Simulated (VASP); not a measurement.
Crystal: Be.

```
CELL_PARAMETERS angstrom
0.00000 1.57905 1.57905
1.57905 0.00000 1.57905
1.57905 1.57905 0.00000
ATOMIC_POSITIONS crystal
Be 0.00000 0.00000 0.00000
```

The cell was built by a generator and needn't be a form met in nature.

Base run:

| Item | Value |
| --- | --- |
| Program | VASP 6.6.1 |
| Functional | AM05 |
| Potentials or basis | VASP PAW PBE potentials, release 64 (Be) |
| Cutoff | 520 eV |
| k mesh | 14 × 14 × 14 |
| Occupations | fermi-dirac, width 0.05 eV |
| Spin | no spin polarisation |

Its results: pressure -0.6 GPa.

After a change of settings the same cell gave: pressure 0.0 GPa. Which change was it?
A. functional from AM05 to RPBE
B. functional from AM05 to TPSS
C. functional from AM05 to revPBE
D. functional from AM05 to LDA; potentials or basis from VASP PAW PBE potentials, release 64 (Be) to VASP PAW LDA potentials, release 64 (Be)

B.

Caveats: the PAW data sets were made with another functional, which shifts forces and pressure a little.

Runs at the PBE level aren't shown here.
